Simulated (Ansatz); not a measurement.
A (001) slab of Ag (P6_3/mmc (No. 194)), 5 planes, outer planes Ag (top) and Ag (bottom), with 5 atoms (Ag5) in a surface cell of A = 7.456 Å², as cut from the bulk:

```
CELL_PARAMETERS angstrom
2.93418 0.00000 0.00000
-1.46709 2.54107 0.00000
0.00000 0.00000 24.59816
ATOMIC_POSITIONS crystal
Ag 0.33333 0.66667 0.30490
Ag 0.66667 0.33333 0.40245
Ag 0.33333 0.66667 0.50000
Ag 0.66667 0.33333 0.59755
Ag 0.33333 0.66667 0.69510
```

Computed with DFT PBE, scalar-relativistic, plane waves, PAW in Ansatz 0.2.0. Plane waves to 420 eV, a k mesh through Γ of 12×12×1 on the computed 5-atom cell and Gaussian smearing (0.10 eV); no spin polarisation. The cell repeats along c with a dipole correction in the vacuum.

Against the same 5 atoms in the bulk, the slab as cut lies 0.691 eV higher and the relaxed slab 0.689 eV higher.

Q: Work out the surface energy before and after relaxation.

A: The slab has two faces, so γ = (E_slab − N·E_bulk)/(2A), the mean of both. As cut: 0.691/(2 × 7.456) = 0.0463 eV/Å², and 1 eV/Å² = 16.02 J/m², so γ = 0.74 J/m². Relaxed: 0.689/(2 × 7.456) = 0.0462 eV/Å² = 0.74 J/m². Relaxation recovers 0.3 % of the cost of cutting.

Q: What is the ideal work of this cut, per area?

A: Griffith's ideal work is 2γ: 1.48 J/m², whether the new faces relax or not. One thickness was run, 5 planes, so γ can still shift with it.

The reference crystal is a form of Ag, which isn't its usual structure.

Cutting this silver crystal between basal planes is cheap, and relaxation barely changes the cost, from 0.691 to 0.689 eV for the slab. The basal plane is close-packed, so a surface atom keeps all its in-plane neighbours and loses only those in the missing layer. The delocalised s-p electrons readily adjust to the cut, while the filled d shell leaves no directional bonds dangling. On so smooth a face, charge redistribution probably exerts only a weak force on the outer layer. The slab is mirror-symmetric about its central plane, so the mean of 0.74 J/m² is also the value for each face.

This face has the same in-plane packing as the (111) face of ordinary fcc silver and differs only in stacking, which suggests a similar surface energy there. Measured surface energies of silver are clearly higher, a shortfall typical of PBE, which tends to underestimate the surface energies of noble metals. With a single orientation computed, the result doesn't establish that the basal plane is the preferred cleavage plane or the dominant facet.
